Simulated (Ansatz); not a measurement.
# Ir(110) / 3 layers Au(110) / Ir(110): resistance against film thickness, part 3 of 3

Aim: what a thin film of another metal adds to the resistance, first Ir(110) / 3 layers Au(110) / Ir(110).

Ansatz 0.2.0; Ansatz plane-wave DFT, PBEsol, PAW files; ballistic transport by layer matching (Landauer), zero bias; PAW set soft_1 (the session's first sound run).

So far. Step 6 (With 10 layers, k-mesh 14×10×1, film layers 10): The conductance of the junction is 5.8e14 S/m², 0.57 % under the 5.8e14 S/m² of the last finished run, within the error estimates, leads' steps apart, of 6.6 and 6.9 %. The estimate from the leads' steps, 18 %, is larger still.

## 8. With 5 layers

The run is repeated with changed settings as a check of sensitivity.

This step: Ansatz plane-wave DFT, PBEsol, PAW files; ballistic transport by layer matching (Landauer), zero bias; changed: output.transmission.e_range = [-0.5, 0.5], output.transmission.de = 0.02; PAW set soft_1 (Ansatz 0.2.0).

System of this step: Ir(110) / 5 layers Au(110) / Ir(110). The cell holds 18 atoms: 13 Ir and 5 Au. Cell: a = 2.715 Å, b = 3.839 Å, c = 25.781 Å, α = 90.0°, β = 90.0°, γ = 90.0°. It derives from Ir and Au. Regions: lead, 13 atoms (13 Ir); films, 5 atoms (5 Au). The structure is stacked along c, and the current runs across the ab planes.

The input, input.yaml:

```yaml
crystal:
  lattice:
    - [2.7148657757, 0.0, 0.0]
    - [0.0, 3.8394, 0.0]
    - [0.0, 0.0, 25.7809207766]
  atoms:
    - { symbol: Ir, position: [0.0, 0.0, 0.0263263073] }
    - { symbol: Ir, position: [0.5, 0.5, 0.078978922] }
    - { symbol: Ir, position: [0.0, 0.0, 0.1316315367] }
    - { symbol: Ir, position: [0.5, 0.5, 0.1842841514] }
    - { symbol: Ir, position: [0.0, 0.0, 0.2369367661] }
    - { symbol: Ir, position: [0.5, 0.5, 0.2895893808] }
    - { symbol: Au, position: [0.0, 0.0, 0.347467289] }
    - { symbol: Au, position: [0.5, 0.5, 0.4105704908] }
    - { symbol: Au, position: [0.0, 0.0, 0.4736736927] }
    - { symbol: Au, position: [0.5, 0.5, 0.5367768945] }
    - { symbol: Au, position: [0.0, 0.0, 0.5998800963] }
    - { symbol: Ir, position: [0.5, 0.5, 0.6577580046] }
    - { symbol: Ir, position: [0.0, 0.0, 0.7104106192] }
    - { symbol: Ir, position: [0.5, 0.5, 0.7630632339] }
    - { symbol: Ir, position: [0.0, 0.0, 0.8157158486] }
    - { symbol: Ir, position: [0.5, 0.5, 0.8683684633] }
    - { symbol: Ir, position: [0.0, 0.0, 0.921021078] }
    - { symbol: Ir, position: [0.5, 0.5, 0.9736736927] }
kpoints:
  mp_grid: { grid: [14, 10, 1] }
hamiltonian:
  xc: pbesol
  pseudopotentials: { kind: paw, azcp: { folder: soft_1 }, xc_functional: pbe }
scf:
  occupations: { method: fermi_dirac, width: 0.1 }
output:
  transmission: { leads: [[0, 1]], kmesh: [26, 20], e_range: [-0.5, 0.5], de: 0.02 }
  write_potential: true
  write_density: true
  volumetric_format: npy
```

Launch:

```console
ansatz run input.yaml --threads 4 --pin off --max-ram 8192MiB --backend cpu --events-out ev --progress --plain --runs-dir out
```

Numbers of over 12 decimals in the logs are rounded to 6 here.

Output:

```text
[...]
Crystal: 18 atoms, lattice volume = 268.726 Å³
Basis set: ecut = 420 eV, 5283 PW (Γ)
Bands: 190, of which v1, the nominal top of the filled ones, is band 158 counted from 1 (157 counted from 0)
Symmetry: 8 space group operations
[...]
k-points: 48 of 140
[...]
SCF iter   1: F=—  HF=-218497.237076 eV  |F-HF|=—  |Δ(HF+E_count)|=         —  Δρ=3.18e-1  dr2=7.68e3  ethr=3.10e-3  ⟨swp⟩=5.8  Hψ=31648  notcnv=0  defer=114
[...]
SCF iter  13: F=-218448.791782 eV  HF=-218448.791782 eV  |F-HF|=5.22e-8  |Δ(HF+E_count)|=   5.20e-8  Δρ=1.72e-6  dr2=5.62e-8  ethr=3.16e-11  ⟨swp⟩=11.0  Hψ=32192  notcnv=0
SCF 1 converged in 13 iterations: F = -218448.791782 eV  dr2 = 5.62e-8
[...]
transmission: 725 of 7238 steps passed
transmission: 1448 of 7238 steps passed
[...]
transmission: 7238 of 7238 steps passed
SCF converged after 13 iterations
Free energy (F): -218448.791782 eV
[...]
Internal energy: -218448.333532 eV  (E = F + TS)
E sigma→0 (E₀):  -218448.562657 eV
Entropy (-TS):   -0.458250 eV (-25.458 meV/atom)
Fermi energy:    23.980407 eV
[...]
--- Band table (eV; the first three rows and the last of 48) ---
  k-point 0: bands = [... 154 lower, 22.8763, 23.1834, 23.2551, 23.3616, 23.4236, 23.4696, 23.8418, 24.0390, ... 28 higher]
  k-point 1: bands = [... 154 lower, 23.0151, 23.0344, 23.1205, 23.2748, 23.3919, 23.5721, 23.8342, 24.1126, ... 28 higher]
  k-point 2: bands = [... 154 lower, 22.9807, 23.0133, 23.2171, 23.2717, 23.4851, 23.6261, 23.6697, 23.6785, ... 28 higher]
  k-point 47: bands = [... 154 lower, 24.6653, 24.7519, 24.8112, 24.8597, 24.8641, 24.9092, 24.9115, 24.9565, ... 28 higher]
--- Transmission ---
  basis      : 93 plane waves across, 47 finite elements along
  points     : 154, standing for a mesh of 26 x 20
[...]
filled         : 3.7 meV over the level at which it is neutral
    channels       : 2.765385e0 a spin
[...]
slowest decay  : 0.0355 /Å at (0.5000, 0.2500)
  junction   : crystal 0 to crystal 0, 0.00 to 23.07 Å
    transmission   : 8.023757e-1 a spin
[...]
resistance     : 1.2043e-3 Ω µm² beyond half of each lead's own
```

It took 11 min on 4 threads of Intel Xeon Platinum 8259CL at 2.50GHz (Skylake/Cascade Lake), shared host; peak memory 2.4 GiB.

This step gave:

| Item | Value |
| --- | --- |
| free energy | -218448.7918 eV |
| energy at zero smearing | -218448.5627 eV |
| Fermi energy | 23.98 eV |
| step of the lead's potential | 12.6 meV |
| estimated errors of the lead's conductance | 0, 4.4, 0.1 % (band edges, k-mesh, distance from neutral) |
| conductance of the junction | 5.91e14 S/m² |
| junction conductance per cell | 0.7944 G₀ |
| estimated errors of the junction's conductance | 0, 0, 5.4, 4.9, 0.1 % (energy step, band edges, k-mesh, leads' steps, distance from neutral) |
| area resistance that the stack adds (contact term taken off, spin by spin) | 1.204 fΩ m² |

Per spin. Table of transmission, zone mean by energy, zero at the Fermi level:

energy (eV), transmission, zone mean and a bar from the least value:
```
   -0.500      0.727 #
   -0.480      0.729 ##
   -0.460      0.741 ####
   -0.440      0.732 ##
   -0.420      0.719 
   -0.400      0.736 ###
   -0.360      0.736 ###
   -0.340      0.737 ###
   -0.320      0.745 ####
   -0.280      0.757 ######
   -0.260      0.752 #####
   -0.220      0.735 ###
   -0.200      0.747 #####
   -0.180      0.755 ######
   -0.140      0.760 #######
   -0.120      0.765 ########
   -0.100      0.771 #########
   -0.060      0.779 ##########
   -0.040      0.787 ###########
   -0.020      0.795 #############
    0.000      0.802 ##############
    0.020      0.795 #############
    0.040      0.794 #############
    0.060      0.802 ##############
    0.100      0.805 ##############
    0.120      0.813 ################
    0.140      0.811 ###############
    0.180      0.832 ###################
    0.200      0.844 #####################
    0.220      0.849 ######################
    0.260      0.857 #######################
    0.280      0.856 #######################
    0.320      0.854 #######################
    0.340      0.857 #######################
    0.360      0.862 ########################
    0.400      0.872 ##########################
    0.420      0.885 ############################
    0.440      0.891 #############################
    0.480      0.899 ##############################
    0.500      0.878 ###########################
```

The conductance of the junction is unchanged within 0.05 %.

## 9. Outcome

| Item | Value |
| --- | --- |
| area resistance, 3 layers | 1.02 fΩ m² |
| area resistance, 5 layers | 1.20 fΩ m² |
| area resistance, 6 layers | 1.19 fΩ m² |
| area resistance, 8 layers | 1.23 fΩ m² |
| area resistance, 10 layers | 1.24 fΩ m² |

**Reading.** The stack adds 1.0 fΩ m² with 3 layers and 1.2 fΩ m² with 10. From 5 layers on no step exceeds the two runs' error estimates together, as expected where only the two interfaces scatter; half the mean, 0.61 fΩ m², is a rough coherent figure for one interface. Atoms sit on ideal sites and aren't relaxed. Spin-orbit coupling is left out, which matters for Au and Ir. A lead's potential steps by up to 44 meV from period to period, which the log calls too much, so longer leads could move the result. The program's estimate of the error from the leads' steps alone runs to 31 %. Au(110) is compressed by 5.9 % in plane to fit Ir(110), at its own atomic volume.

[Logs are printed without paths, hosts, clocks, repeated set-up lines and the standing remarks that a program may print on its own settings, such as how far it seeks lower states.]

[Hosts, paths, dates, database ids (printed as entryN), source tags and the programs' standing remarks are cut or masked in the printed files.]
